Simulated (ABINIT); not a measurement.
Runs of ABINIT 10.8.3 (patched build) on CdO (Monteponite). The structure is cubic, space group Fm-3m (No. 225). Conventional cell: a = 4.699 Å, b = 4.699 Å, c = 4.699 Å, α = 90.00°, β = 90.00°, γ = 90.00°. Around Cd (site symmetry m-3m) lie 6 O at 2.35 Å. O (site symmetry m-3m) is surrounded by 6 Cd at 2.35 Å. 

```csv
task,level,potentials or basis,cell,k mesh,cutoff (eV),cell freedom (optcell),optimiser (ionmov),cutoff smearing ecutsm (Ha),force stop (Ha/bohr),stop of the response cycle (tolvrs),gap on the mesh (eV),pressure (GPa)
single point,PBEsol,PseudoDojo NC SR PBEsol v0.4.1 standard,cell relaxed,8 × 8 × 8,1388,-,-,-,-,-,none,(a)
relaxation of cell and atoms,PBEsol,PseudoDojo NC SR PBEsol v0.4.1 standard,relaxed,8 × 8 × 8,1388,2,2,0.5,2e-05,-,none,0.0
single point,PBE,PseudoDojo NC SR PBE v0.4.1 standard,as given,8 × 8 × 8,1279,-,-,-,-,-,none,-
single point,PBEsol,PseudoDojo NC SR PBEsol v0.4.1 standard,as given,8 × 8 × 8,1388,-,-,-,-,-,none,-0.8
```

Alike in all rows: no spin polarisation; smearing fermi-dirac 0.05 eV.

Q: Fill in the values left out.

A: (a) -0.1.

Caveats: this crystal is a semiconductor, whose small gap the functional closes, so the metal is an error of the method.

A k mesh can miss the band edges, and the runs leave out spin-orbit coupling on Cd.

A gap of «none» marks a metal or a gap under the smearing width.
